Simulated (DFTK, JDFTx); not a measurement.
Given: the input of a run of JDFTx 1.7.0 (patched build) on FePt (Tetraferroplatinum). 

Contents of FePt.in:

```
lattice \
    5.1466691004     0.0000000000     0.0000000000 \
    0.0000000000     5.1466691004     0.0000000000 \
    0.0000000000     0.0000000000     7.0297811836
coords-type Lattice
ion Pt     0.5000000000     0.5000000000     0.5000000000 1
ion Fe     0.0000000000     0.0000000000     0.0000000000 1

ion-species pseudo/Pt.upf
ion-species pseudo/Fe.upf
elec-cutoff 45 360
elec-ex-corr gga-PBE
kpoint-folding 10 10 7
elec-smearing Fermi 0.0018374661
elec-n-bands 26
spintype z-spin
initial-magnetic-moments Fe 3
elec-initial-magnetization 3 no
electronic-SCF nIterations 100 energyDiffThreshold 1e-09
electronic-minimize nIterations 30 energyDiffThreshold 1e-7
converge-empty-states yes
forces-output-coords Cartesian

dump-name run.$VAR
dump End Ecomponents EigStats BandEigs Kpoints Forces Stress
```

Potentials or basis: PseudoDojo-SR-PBE-0.5-standard.

The run is started by

```console
$ jdftx -c 1 -i FePt.in -o FePt.out
```

**Question.** Set up the same calculation for DFTK 0.8.2. Potentials or basis there: PseudoDojo SR PBE 0.4.1 standard (PBE), cutoff 1225 eV.

**Answer.** As run (cutoffs and basis follow the program's own potentials, and thresholds, step limits or extra output files can differ):

run.jl

```julia
using DFTK
using PseudoPotentialData
using Unitful, UnitfulAtomic
using LinearAlgebra, Printf
include("save.jl")
disable_threading()

# lattice vectors are the columns
lattice = austrip(1u"Å") * [        2.7235            0.0            0.0;
                      0.0         2.7235            0.0;
                      0.0            0.0           3.72]
symbols   = [:Pt, :Fe]
positions = [[0.5, 0.5, 0.5],
             [0.0, 0.0, 0.0]]
pseudopotentials = PseudoFamily("dojo.nc.sr.pbe.v0_4_1.standard.upf")
elements = Dict(s => ElementPsp(s, pseudopotentials) for s in unique(symbols))
atoms    = [elements[s] for s in symbols]
magnetic_moments = [0.0, 3.0]

build_model(lattice, positions; symmetries=true) =
    model_DFT(lattice, atoms, positions;
              functionals=PBE(),
              magnetic_moments,
              spin_polarization=:collinear,
              temperature=austrip(0.05u"eV"),
              smearing=Smearing.FermiDirac(),
              symmetries)
Ecut  = 45.0  # hartree
kgrid = [10, 10, 7]
tol   = 1e-6
to_GPa = ustrip(uconvert(u"GPa", 1u"hartree/bohr^3"))

model = build_model(lattice, positions)
basis = PlaneWaveBasis(model; Ecut, kgrid)
display(basis)
scfres = self_consistent_field(basis;
                               tol,
                               ρ=guess_density(basis, magnetic_moments),
                               nbandsalg=AdaptiveBands(model; n_bands_converge=23))
display(scfres.energies)
@printf "Fermi level: %.6f eV\n" ustrip(auconvert(u"eV", something(scfres.εF, NaN)))
forces = compute_forces_cart(scfres)
println("Forces (eV/Å)")
for (s, f) in zip(symbols, forces)
    @printf "%-3s %12.6f %12.6f %12.6f\n" s ustrip.(auconvert.(u"eV/Å", f))...
end
stress = compute_stresses_cart(scfres)
println("Stress (GPa)")
display(round.(stress * to_GPa; digits=4))
@printf "Total moment: %.4f μB\n" sum(spin_density(scfres.ρ)) * scfres.basis.dvol
println("Levels at the first k-point (eV): ", round.(ustrip.(auconvert.(u"eV", scfres.eigenvalues[1][1:scfres.n_bands_converge])); digits=4))
save_scf!(scfres; forces, stress)
```

Potentials or basis: dojo.nc.sr.pbe.v0_4_1.standard.upf (PBE).

Launch:

```bash
$ julia --threads=1 run.jl  # save.jl only writes the numbers to a file and isn't shown; printed stress counts tension as positive; times include loading and compiling
```

Both were run:

|  | JDFTx | DFTK |
| --- | --- | --- |
| Pressure | 4.1 GPa | 4.1 GPa |
| Net moment | 3.36 μB per cell | 3.36 μB per cell |
| Absolute moment | 3.55 μB per cell | 3.55 μB per cell |

The magnetic state is the one that the start led to; the real crystal's order can differ.

Pressure is positive in compression.
